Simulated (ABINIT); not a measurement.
A calculation with ABINIT 10.8.3 (patched build) of Eu (ASE script, structure from a P1 CIF):

The input run.py:

```python
import json, os
import numpy as np
from ase.units import GPa
from ase.calculators.abinit import Abinit, AbinitProfile
from ase.io import read

atoms = read('Eu.cif')
atoms.set_initial_magnetic_moments([7.0])

profile = AbinitProfile(command='abinit', pp_paths=[os.path.abspath('pseudos')])
params = dict(
    pps='pawxml', xc='PBE',
    ecut=544.2277,
    pawecutdg=1088.4554,
    kptopt=1,
    ngkpt=[8, 8, 8],
    nshiftk=1,
    shiftk=[0.0, 0.0, 0.0],
    ixc=11,
    nband=18,
    occopt=3,
    tsmear=0.05,
    nstep=100,
    tolvrs=1e-09,
    prtwf=0,
    prtden=0,
)

atoms.calc = Abinit(profile=profile, directory='run', **params)
energy = atoms.get_potential_energy()
forces = atoms.get_forces()
stress = atoms.get_stress()
print(f'energy {energy:.6f} eV')
print('forces (eV/A)')
print(np.round(forces, 5))
print('stress (GPa, Voigt, tension positive)', np.round(stress / GPa, 4))
json.dump(dict(energy=energy, forces=forces.tolist(), stress=stress.tolist(), cell=atoms.cell.tolist(), frac=atoms.get_scaled_positions(wrap=False).tolist()), open('results.json', 'w'))
```

The input Eu.cif:

```cif
data_Eu
_cell_length_a 3.94466970
_cell_length_b 3.94466970
_cell_length_c 3.94466970
_cell_angle_alpha 60.00000000
_cell_angle_beta 60.00000000
_cell_angle_gamma 60.00000000
_space_group_name_H-M_alt 'P1'
_space_group_name_Hall 'P 1'
_space_group_IT_number 1
loop_
_space_group_symop_operation_xyz
'x,y,z'
loop_
_atom_site_label
_atom_site_type_symbol
_atom_site_symmetry_multiplicity
_atom_site_Wyckoff_symbol
_atom_site_fract_x
_atom_site_fract_y
_atom_site_fract_z
_atom_site_occupancy
Eu1 Eu 1 a 0.0000000000 0.0000000000 0.0000000000 1
```

Potentials or basis: JTH PAW PBE v2.0.

Command:

```console
$ python run.py
```

This isn't the form of Eu at room conditions, which is bcc.

**Question.** Write the same calculation in another form: native input, structure from a POSCAR.

**Answer.** As run:

File run.abi:

```
pp_dirpath "./"
pseudos "Eu.GGA_PBE-JTH.xml"

structure "poscar:POSCAR"
natom 1

ecut 20.0
pawecutdg 40.0

kptopt 1
ngkpt 8 8 8
nshiftk 1
shiftk 0.0 0.0 0.0

ixc 11

nband 18
occopt 3
tsmear 0.05 eV

nsppol 2
spinat
     0.0000000000     0.0000000000     7.0000000000

nstep 100
tolvrs 1.0e-9

iomode 3
prtwf 0
prtden 0
prteig 0
prtebands 0
enunit 2
```

POSCAR

```
Eu
1.0
    0.0000000000      2.7893026914      2.7893026914
    2.7893026914      0.0000000000      2.7893026914
    2.7893026914      2.7893026914      0.0000000000
Eu
1
Direct
    0.0000000000      0.0000000000      0.0000000000  Eu
```

Potentials or basis: JTH PAW PBE v2.0.

The run is started by

```console
$ abinit run.abi > log 2>&1
```

Both were run:

|  | ASE script, structure from a P1 CIF | native input, structure from a POSCAR |
| --- | --- | --- |
| Pressure | -1.4 GPa | -1.4 GPa |
| Band gap on the k mesh | none (metal or under the smearing width) | none (metal or under the smearing width) |
| Net moment | 7.53 μB per cell | 7.53 μB per cell |
| Site moments | Eu +6.84 μB | Eu +6.84 μB |
| Valence electrons inside the program's atomic spheres | Eu 14.53 (radii [1.3344] Å) | Eu 14.53 (radii [1.3344] Å) |

Keys that steer only the numerical path or the files written may differ.

Caveat: spin-orbit coupling is left out, which moves the levels of the heavy elements.
